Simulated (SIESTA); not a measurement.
Runs of SIESTA 5.4.2 on BaTiO3. It takes space group R3m (No. 160, trigonal). The conventional cell has a = 5.655 Å, b = 5.655 Å, c = 6.955 Å, α = 90.00°, β = 90.00°, γ = 120.00°. Ba (site symmetry 3m) has 12 O at 2.79 to 2.89 Å as nearest neighbours. Ti (site symmetry 3m) has 6 O at 1.87 to 2.14 Å as nearest neighbours. O (site symmetry m) has 2 Ti at 1.87 to 2.14 Å as nearest neighbours. 

```csv
task,level,potentials or basis,k mesh,gap on the mesh (eV),pressure (GPa),V0 of scaled cells (Å³/atom),B0 (GPa),largest force (eV/Å)
equation of state,LDA,"PseudoDojo 0.4 standard (LDA files), DZP (energy shift 0.003 Ry; two zetas on semicore shells; d shell added on Ba)",5 × 5 × 5,-,-,12.58,188,-
band structure,PBEsol,"PseudoDojo 0.4 standard (PBEsol files), DZP (energy shift 0.003 Ry; two zetas on semicore shells; d shell added on Ba)",7 × 7 × 7,2.36,1.0,-,-,0.20
equation of state,PBEsol,"PseudoDojo 0.4 standard (PBEsol files), DZP (energy shift 0.003 Ry; two zetas on semicore shells; d shell added on Ba)",5 × 5 × 5,-,-,12.91,173,-
band structure,LDA,"PseudoDojo 0.4 standard (LDA files), DZP (energy shift 0.003 Ry; two zetas on semicore shells; d shell added on Ba)",7 × 7 × 7,(b),(d),-,-,(a)
band structure,BLYP,"PseudoDojo 0.4 standard (PBE files), DZP (energy shift 0.003 Ry; two zetas on semicore shells; d shell added on Ba)",7 × 7 × 7,2.44,(c),-,-,0.41
equation of state,PBEsol,"PseudoDojo 0.4 standard (PBEsol files), DZP (energy shift 0.003 Ry; two zetas on semicore shells; d shell added on Ba)",7 × 7 × 7,-,-,12.91,173,-
```

Alike in all rows: no spin polarisation; cell as given; smearing fermi-dirac 0.05 eV; grid cutoff 800 Ry; energy shift 0.003 Ry.

**Question.** Estimate the missing entries.

**Answer.** (a) 0.13; (b) 2.33; (c) 13.4; (d) -3.7.

Caveats: this set's barium file shifts pressures by up to 1 GPa against other sets; the basis of atomic orbitals isn't converged, which shifts pressures, moduli and gaps; the cell was scaled at fixed shape and fractional positions, which overstates the stiffness of a crystal with free parameters, most of all of layers and chains (some runs); spin-orbit coupling is left out, which moves the levels of the heavy elements (some runs); the potentials were made for another functional, which shifts forces and pressure (some runs).

A k mesh can miss the band edges, and the runs leave out spin-orbit coupling on Ba.

Not every run made on this cell is shown here.
